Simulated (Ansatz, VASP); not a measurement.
**Two plane-wave programs on Mg2Ge2N**

Contents of INCAR:

```
ALGO     = Normal         # electronic algorithm
EDIFF    = 1E-7           # SCF threshold, eV
ENCUT    = 520            # plane-wave cutoff, eV
GGA      = PE             # functional
ISIF     = 2              # what is computed and relaxed
ISMEAR   = 0              # smearing method
LASPH    = True           # aspherical terms in the spheres
LCHARG   = False          # write CHGCAR
LREAL    = False          # projectors in reciprocal space
LWAVE    = False          # write WAVECAR
NBANDS   = 26             # bands
NELM     = 100            # most SCF steps
PREC     = Accurate       # precision mode
SIGMA    = 0.1            # smearing width, eV
```

File KPOINTS:

```
k-points
0
Gamma
  6 6 4
```

Contents of POSCAR:

```
Mg2Ge2N
1.0
    3.9750685800      0.0000000000      0.0000000000
   -1.9875342900      3.4425103700      0.0000000000
    0.0000000000      0.0000000000      6.7768219500
Mg Ge N
2 2 1
Direct
    0.3333333300      0.6666666700      0.0000000000
    0.0000000000      0.0000000000      0.5000000000
    0.0000000000      0.0000000000      0.1326452800
    0.0000000000      0.0000000000      0.8673547200
    0.3333333300      0.6666666700      0.5000000000
```

Input for Ansatz:

```yaml
crystal:
  lattice:
    - [3.97506858, 0.0, 0.0]
    - [-1.98753429, 3.44251037, 0.0]
    - [0.0, 0.0, 6.77682195]
  atoms:
    - { symbol: Mg, position: [0.33333333, 0.66666667, 0.0] }
    - { symbol: Mg, position: [0.0, 0.0, 0.5] }
    - { symbol: Ge, position: [0.0, 0.0, 0.13264528] }
    - { symbol: Ge, position: [0.0, 0.0, 0.86735472] }
    - { symbol: "N", position: [0.33333333, 0.66666667, 0.5] }
basis:
  ecutwfc: 420
kpoints:
  mp_grid: { grid: [6, 6, 4] }
hamiltonian:
  xc: pbe
scf:
  occupations: { method: gaussian, width: 0.1 }
  lower_state_search: "off"
output:
  forces: true
  stress: true
  eigenvalues: true
```

Alike in both runs: task single point; functional PBE; k mesh 6 × 6 × 4; occupations gaussian, width 0.1 eV; no spin polarisation.

```csv
,VASP,Ansatz
version,VASP 6.6.1,Ansatz 0.2.0
potentials or method,"VASP PAW PBE potentials, release 64 (Mg, Ge_d, N)","scalar-relativistic, plane waves, PAW"
plane-wave cutoff (eV),520,420
valence electrons in the cell,37,53
```

Ansatz gave:

* gap on the k mesh at the Fermi level (eV): none
* rms of the force components (eV/Å): 6.396

Task: Estimate VASP's values.

Result: gap on the k mesh at the Fermi level (eV): none; rms of the force components (eV/Å): 7.034.

Atom by atom the forces differ by 0.638 eV/Å (rms over components). A gap of «none» marks a metal or a gap that the smearing closes. The two sets of potentials don't hold the same shells in valence.

Caveats: forces of over 1 eV/Å show positions far from the minimum, so gaps and moduli don't describe the material at rest.
